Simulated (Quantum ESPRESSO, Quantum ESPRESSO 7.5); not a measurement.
## 2H-WS2, 1 layer, stepped through biaxial strain

Aim: how the results for 2H-WS2, 1 layer change with biaxial strain.

Program: Quantum ESPRESSO 7.5. Level of theory: plane-wave DFT, PBE, GBRV ultrasoft pseudopotentials. Results are calculated unless marked as measured.

### Step 1. The structure

The cell holds 3 atoms: 2 S and 1 W. Its edges and angles: a = 3.180 Å, b = 3.180 Å, c = 18.476 Å, α = 90.0°, β = 90.0°, γ = 120.0°. It derives from WS2. Vacuum lies along c.

Coordinates:

```cif
data_structure
_symmetry_space_group_name_H-M 'P 1'
_symmetry_Int_Tables_number 1
_cell_length_a 3.1800
_cell_length_b 3.1800
_cell_length_c 18.4756
_cell_angle_alpha 90.000
_cell_angle_beta 90.000
_cell_angle_gamma 120.000
_cell_volume 161.80
loop_
_atom_site_label
_atom_site_type_symbol
_atom_site_fract_x
_atom_site_fract_y
_atom_site_fract_z
_atom_site_occupancy
S1 S 0.33333 0.66667 0.40594 1
W2 W 0.00000 0.00000 0.50000 1
S3 S 0.33333 0.66667 0.59406 1
```

Set-up: Cell and atoms are first relaxed; each strained cell is then held and the atoms relax in it. A periodic run with 15 Å of vacuum in the starting cell gives the vacuum levels, and bands follow along a path. The bands are repeated with spin-orbit coupling and fully relativistic files.

Members -2, -1, 0, 1 and 2 took the same steps and show in the table alone.

### Step 2. Variable-cell relaxation of the reference

What the set-up leaves free in this member is relaxed.

The input, ref.relax.in:

```
&control
  prefix = 'ref.relax'
  outdir = './out'
  pseudo_dir = './pseudo'
  nstep = 80
  forc_conv_thr = 0.0004
  calculation = 'vc-relax'
  etot_conv_thr = 1e-06
/
&system
  ibrav = 0
  nat = 3
  ntyp = 2
  ecutwfc = 50
  ecutrho = 250
  occupations = 'smearing'
  smearing = 'fd'
  degauss = 0.004
/
&electrons
  conv_thr = 1e-09
  mixing_beta = 0.4
  electron_maxstep = 120
  mixing_mode = 'plain'
/
&ions
/
&cell
  cell_dofree = '2Dxy'
  press_conv_thr = 0.3
/
ATOMIC_SPECIES
  S   32.0600  s_pbe_v1.4.uspp.F.UPF
  W   183.8400  w_pbe_v1.2.uspp.F.UPF
CELL_PARAMETERS angstrom
  3.18000000000000 0.00000000000000 0.00000000000000
  -1.59000000000000 2.75396078403451 0.00000000000000
  0.00000000000000 0.00000000000000 18.47562023241895
ATOMIC_POSITIONS crystal
  S   0.333333333300 0.666666666700 0.405940363877
  W   0.000000000000 0.000000000000 0.500000000000
  S   0.333333333300 0.666666666700 0.594059636123
K_POINTS automatic
  12 12 1 0 0 0
```

On the command line:

```sh
$ OMP_NUM_THREADS=1 mpirun -n 4 pw.x -nk 4 -in ref.relax.in > ref.relax.out
```

Log:

```text
Program PWSCF v.7.5 starts
[citation notice left out]

     Parallel version (MPI & OpenMP), running on       4 processor cores
     Number of MPI processes:                 4
     Threads/MPI process:                     1

     MPI processes distributed on     1 nodes
[...]
Current dimensions of program PWSCF are:
     Max number of different atomic species (ntypx) = 10
     Max number of k-points (npk) =  40000
     Max angular momentum in pseudopotentials (lmaxx) =  4
     Message from routine setup:
     using ibrav=0 with symmetry is DISCOURAGED, use correct ibrav instead

     K-points division:     npool     =       4
     Subspace diagonalization in iterative solution of the eigenvalue problem:
     a serial algorithm will be used

     G-vector sticks info
     --------------------
     sticks:   dense  smooth     PW     G-vecs:    dense   smooth      PW
     Sum         625     499    151                72751    52315    8709

     Using Slab Decomposition

     bravais-lattice index     =            0
     lattice parameter (alat)  =       6.0093  a.u.
     unit-cell volume          =    1091.8941 (a.u.)^3
     number of atoms/cell      =            3
     number of atomic types    =            2
     number of electrons       =        26.00
     number of Kohn-Sham states=           17
     kinetic-energy cutoff     =      50.0000  Ry
     charge density cutoff     =     250.0000  Ry
     scf convergence threshold =      1.0E-09
     mixing beta               =       0.4000
     number of iterations used =            8  plain     mixing
     energy convergence thresh.=      1.0E-06
     force convergence thresh. =      4.0E-04
     press convergence thresh. =      3.0E-01
     Exchange-correlation= SLA  PW   PBE  PBE
                           (   1   4   3   4   0   0   0)
     nstep                     =           80

     celldm(1)=   6.009329  celldm(2)=   0.000000  celldm(3)=   0.000000
     celldm(4)=   0.000000  celldm(5)=   0.000000  celldm(6)=   0.000000

     crystal axes: (cart. coord. in units of alat)
               a(1) = (   1.000000   0.000000   0.000000 )
               a(2) = (  -0.500000   0.866025   0.000000 )
               a(3) = (   0.000000   0.000000   5.809943 )

     reciprocal axes: (cart. coord. in units 2 pi/alat)
               b(1) = (  1.000000  0.577350 -0.000000 )
               b(2) = (  0.000000  1.154701  0.000000 )
               b(3) = (  0.000000 -0.000000  0.172119 )

     PseudoPot. # 1 for S  read from file:
     ./pseudo/s_pbe_v1.4.uspp.F.UPF
     Pseudo is Ultrasoft + core correction, Zval =  6.0
     Generated by new atomic code, or converted to UPF format
     Using radial grid of  907 points,  6 beta functions with:
                l(1) =   0
                l(2) =   0
                l(3) =   1
                l(4) =   1
                l(5) =   2
                l(6) =   2
     Q(r) pseudized with  8 coefficients,  rinner =    1.300   1.300   1.300
                                                       1.300   1.300

     PseudoPot. # 2 for W  read from file:
     ./pseudo/w_pbe_v1.2.uspp.F.UPF
     Pseudo is Ultrasoft + core correction, Zval = 14.0
     Generated by new atomic code, or converted to UPF format
     Using radial grid of  923 points,  8 beta functions with:
                l(1) =   0
                l(2) =   0
                l(3) =   0
                l(4) =   1
                l(5) =   1
                l(6) =   2
                l(7) =   2
                l(8) =   3
     Q(r) pseudized with  6 coefficients,  rinner =    1.350   1.350   1.350
                                                       1.350   1.350   1.350
                                                       1.350

     atomic species   valence    mass     pseudopotential
     S                 6.00    32.06000     S ( 1.00)
     W                14.00   183.84000     W ( 1.00)

     12 Sym. Ops. (no inversion) found

   Cartesian axes

     site n.     atom                  positions (alat units)
         1        S      tau(   1) = (  -0.0000000   0.5773503   2.3584906  )
         2        W      tau(   2) = (   0.0000000   0.0000000   2.9049717  )
         3        S      tau(   3) = (  -0.0000000   0.5773503   3.4514529  )

     number of k points=    19  Fermi-Dirac smearing, width (Ry)=  0.0040
                       cart. coord. in units 2pi/alat
        k(    1) = (   0.0000000   0.0000000   0.0000000), wk =   0.0138889
        k(    2) = (   0.0000000   0.0962250   0.0000000), wk =   0.0833333
        k(    3) = (   0.0000000   0.1924501   0.0000000), wk =   0.0833333
        k(    4) = (   0.0000000   0.2886751   0.0000000), wk =   0.0833333
        k(    5) = (   0.0000000   0.3849002   0.0000000), wk =   0.0833333
        k(    6) = (   0.0000000   0.4811252   0.0000000), wk =   0.0833333
        k(    7) = (   0.0000000  -0.5773503   0.0000000), wk =   0.0416667
        k(    8) = (   0.0833333   0.1443376   0.0000000), wk =   0.0833333
        k(    9) = (   0.0833333   0.2405626   0.0000000), wk =   0.1666667
        k(   10) = (   0.0833333   0.3367877   0.0000000), wk =   0.1666667
[...]
k(   19) = (   0.3333333   0.5773503   0.0000000), wk =   0.0277778

     Dense  grid:    72751 G-vectors     FFT dimensions: (  32,  32, 180)

     Smooth grid:    52315 G-vectors     FFT dimensions: (  27,  27, 160)

     Estimated max dynamical RAM per process >     186.28 MB

     Estimated total dynamical RAM >     691.84 MB

     Check: negative core charge=   -0.000001

     Initial potential from superposition of free atoms

     starting charge      25.8996, renormalised to      26.0000

     negative rho (up, down):  6.146E-02 0.000E+00
     Starting wfcs are   21 randomized atomic wfcs

     total cpu time spent up to now is        1.7 secs

     per-process dynamical memory:    70.6 Mb

     Self-consistent Calculation

     iteration #  1     ecut=    50.00 Ry     beta= 0.40
     Davidson diagonalization with overlap
     ethr =  1.00E-02,  avg # of iterations =  2.1

     Threshold (ethr) on eigenvalues was too large:
     Diagonalizing with lowered threshold

     Davidson diagonalization with overlap
     ethr =  3.90E-04,  avg # of iterations =  2.0

     negative rho (up, down):  6.316E-02 0.000E+00

     total cpu time spent up to now is        4.2 secs

     total energy              =    -207.46901081 Ry
     estimated scf accuracy    <       0.11225341 Ry

     iteration #  2     ecut=    50.00 Ry     beta= 0.40
[...]
hartree contribution      =     492.83404068 Ry
     xc contribution           =     -58.13449990 Ry
     ewald contribution        =     343.00698679 Ry

     convergence has been achieved in   9 iterations

     negative rho (up, down):  6.686E-02 0.000E+00

     Forces acting on atoms (cartesian axes, Ry/au):

     atom    1 type  1   force =     0.00000000    0.00000000    0.03102200
     atom    2 type  2   force =    -0.00000000   -0.00000000    0.00000000
     atom    3 type  1   force =     0.00000000    0.00000000   -0.03102200

     Total force =     0.043872     Total SCF correction =     0.000053

     Computing stress (Cartesian axis) and pressure

     negative rho (up, down):  6.686E-02 0.000E+00
          total   stress  (Ry/bohr**3)                   (kbar)     P=       -8.38
   0.00000545  -0.00000000  -0.00000000            0.80       -0.00       -0.00
  -0.00000000   0.00000545   0.00000000           -0.00        0.80        0.00
   0.00000000  -0.00000000  -0.00018180            0.00       -0.00      -26.74

     Energy error            =      1.2E-02 Ry
     Gradient error          =      3.1E-02 Ry/Bohr
     Cell gradient error     =      8.0E-01 kbar

     number of scf cycles    =   3
     number of bfgs steps    =   2

     enthalpy           old  =    -207.5053743691 Ry
     enthalpy           new  =    -207.5168898925 Ry

     CASE: enthalpy          _new < enthalpy          _old

     new trust radius        =       0.0848922515 bohr
     new conv_thr            =       0.0000000008 Ry

     new unit-cell volume =   1072.99041 a.u.^3 (   159.00077 Ang^3 )
     density =      2.58959 g/cm^3

CELL_PARAMETERS (angstrom)
   3.152352614  -0.000000000   0.000000000
  -1.576176307   2.730017446   0.000000000
   0.000000000   0.000000000  18.475620232

ATOMIC_POSITIONS (crystal)
S                0.3333333333        0.6666666667        0.4143582600
W                0.0000000000        0.0000000000        0.5000000000
S                0.3333333333        0.6666666667        0.5856417400

[...]
NEW-OLD atomic charge density approx. for the potential
     New effective cutoffs (rho, wfc):  254.16   50.86

     Check: negative core charge=   -0.000001

     negative rho (up, down):  6.684E-02 0.000E+00

     total cpu time spent up to now is       60.4 secs

     per-process dynamical memory:    76.3 Mb

[...]
!    total energy              =    -207.51932290 Ry
[...]
Total force =     0.003118     Total SCF correction =     0.000002
[...]
number of bfgs steps    =   3
[...]
new trust radius        =       0.0116699570 bohr
[...]
!    total energy              =    -207.51958882 Ry
[...]
Total force =     0.001139     Total SCF correction =     0.000022
[...]
number of bfgs steps    =   4
[...]
new trust radius        =       0.0128369527 bohr
[...]
!    total energy              =    -207.51981132 Ry
[...]
Total force =     0.002115     Total SCF correction =     0.000008
[...]
number of bfgs steps    =   5
[...]
new trust radius        =       0.0192554291 bohr
[...]
!    total energy              =    -207.52004611 Ry
[...]
Total force =     0.001858     Total SCF correction =     0.000007
[...]
number of bfgs steps    =   6
[...]
new trust radius        =       0.0260036809 bohr
[...]
!    total energy              =    -207.52016673 Ry
[...]
Total force =     0.000378     Total SCF correction =     0.000014
[...]
number of bfgs steps    =   7
[...]
new trust radius        =       0.0006531204 bohr
[...]
!    total energy              =    -207.52016693 Ry
[...]
Total force =     0.000096     Total SCF correction =     0.000001
[...]
Self-consistent Calculation

     iteration #  1     ecut=    50.00 Ry     beta= 0.40
     Davidson diagonalization with overlap
     ethr =  1.00E-06,  avg # of iterations = 14.8

     negative rho (up, down):  6.290E-02 0.000E+00

     total cpu time spent up to now is      164.7 secs

     total energy              =    -207.50470536 Ry
     estimated scf accuracy    <       0.10980894 Ry

[...]
iteration # 15     ecut=    50.00 Ry     beta= 0.40
[...]
negative rho (up, down):  6.631E-02 0.000E+00

[...]
End of self-consistent calculation

          k = 0.0000 0.0000 0.0000 (  6547 PWs)   bands (ev):

   -74.2420 -38.4758 -38.3257 -38.3257 -14.9227 -13.3049  -6.5138  -3.0213
    -3.0213  -2.3023  -1.7979  -1.7979  -0.2415   2.6819   2.6819   2.8246
     2.8246

          k = 0.0000 0.0960 0.0000 (  6545 PWs)   bands (ev):

   -74.2409 -38.4718 -38.3481 -38.3309 -14.8093 -13.2628  -6.3773  -3.3187
    -2.9103  -2.6956  -1.9765  -1.6052  -0.2992   2.5486   2.5831   2.7240
     2.8930

          k = 0.0000 0.1921 0.0000 (  6552 PWs)   bands (ev):

   -74.2379 -38.4609 -38.4087 -38.3451 -14.4863 -13.1433  -6.0092  -4.0083
    -3.3371  -2.6045  -2.3931  -1.5992  -0.5598   2.1567   2.5067   2.5978
     3.3780

          k = 0.0000 0.2881 0.0000 (  6540 PWs)   bands (ev):

   -74.2339 -38.4906 -38.4458 -38.3644 -14.0064 -12.9676  -5.6392  -4.6667
    -4.0249  -2.8555  -2.1885  -1.8482  -1.0458   2.1110   2.3423   2.9505
     3.8806

          k = 0.0000 0.3842 0.0000 (  6556 PWs)   bands (ev):

   -74.2298 -38.5713 -38.4308 -38.3836 -13.4637 -12.7745  -5.9322  -4.6760
    -4.6681  -3.2421  -2.1117  -1.7950  -1.3826   2.3601   2.3871   3.4238
     4.2438

          k = 0.0000 0.4802 0.0000 (  6558 PWs)   bands (ev):

   -74.2268 -38.6297 -38.4197 -38.3976 -13.0064 -12.6191  -6.4360  -5.1360
    -4.5787  -3.4922  -2.2714  -1.5412  -1.2774   2.5363   2.8054   3.7418
     4.4383

[...]
the Fermi energy is     0.7296 ev

!    total energy              =    -207.52018755 Ry
     estimated scf accuracy    <          1.0E-12 Ry
     smearing contrib. (-TS)   =      -0.00000000 Ry
     internal energy E=F+TS    =    -207.52018755 Ry

     The total energy is F=E-TS. E is the sum of the following terms:
     one-electron contribution =    -981.73847271 Ry
     hartree contribution      =     490.92973968 Ry
     xc contribution           =     -58.17316290 Ry
     ewald contribution        =     341.46170837 Ry

     convergence has been achieved in  15 iterations

     negative rho (up, down):  6.631E-02 0.000E+00

     Forces acting on atoms (cartesian axes, Ry/au):

     atom    1 type  1   force =     0.00000000    0.00000000    0.00006853
     atom    2 type  2   force =     0.00000000    0.00000000    0.00000000
     atom    3 type  1   force =     0.00000000    0.00000000   -0.00006853

     Total force =     0.000097     Total SCF correction =     0.000003

     Computing stress (Cartesian axis) and pressure

     negative rho (up, down):  6.631E-02 0.000E+00
          total   stress  (Ry/bohr**3)                   (kbar)     P=       -0.21
   0.00000005  -0.00000000   0.00000000            0.01       -0.00        0.00
  -0.00000000   0.00000005   0.00000000           -0.00        0.01        0.00
   0.00000000   0.00000000  -0.00000444            0.00        0.00       -0.65

[...]
=------------------------------------------------------------------------------=
   JOB DONE.
=------------------------------------------------------------------------------=
```

The job ended after 3.1 min (4 MPI ranks of Arm Neoverse V1, shared host; peak memory 0.86 GiB; 13 min of CPU time).

Step by step:

| step | energy less that of the first step (eV) | largest force (eV/Å) | volume (Å³) |
| --- | --- | --- | --- |
| 1 | 0.0000 | 2.5590 | 161.80 |
| 2 | -0.2473 | 1.7937 | 160.42 |
| 3 | -0.4040 | 0.7976 | 159.26 |
| 4 | -0.4371 | 0.0567 | 159.00 |
| 5 | -0.4407 | 0.0207 | 159.57 |
| 6 | -0.4437 | 0.0384 | 160.19 |
| 7 | -0.4469 | 0.0338 | 161.13 |
| 8 | -0.4486 | 0.0069 | 162.41 |
| 9 | -0.4486 | 0.0017 | 162.43 |
| 10 | -0.4488 | 0.0018 | 162.43 |

| cell as run | before | after | change |
| --- | --- | --- | --- |
| a (Å) | 3.180 | 3.186 | +0.2 % |
| b (Å) | 3.180 | 3.186 | +0.2 % |

The atoms that moved most (Å, along periodic axes as changes of fractional coordinates times the final cell, across vacuum about the mean position):

| atom | dx | dy | dz | length |
| --- | --- | --- | --- | --- |
| S1 | 0.000 | 0.000 | 0.165 | 0.165 |
| S3 | 0.000 | 0.000 | -0.165 | 0.165 |

The relaxed structure:

```xyz
3
Lattice="3.1862 0.0000 0.0000 -1.5931 2.7593 0.0000 0.0000 0.0000 18.4756" Properties=species:S:1:pos:R:3
S     0.0000    1.8395    7.6647
W     0.0000    0.0000    9.2378
S     0.0000    1.8395   10.8109
```

 The last row is no step: it is a fresh SCF in the final cell with a new plane-wave basis, -0 meV from the row before.

Numbers from this step:

```
free energy  : -2823.4560 eV
Fermi energy : 0.7296 eV
```

[end of part 1 of 8]

[Logs are printed without paths, hosts, clocks, repeated set-up lines and the standing remarks that a program may print on its own settings, such as how far it seeks lower states.]

[Hosts, paths, dates, database ids (printed as entryN), source tags and the programs' standing remarks are cut or masked in the printed files.]

[Maps of the electrostatic potential energy from Ansatz leave out the sawtooth potential of an applied field or a dipole correction, so their vacuum need not be flat; planar profiles and work functions include it.]
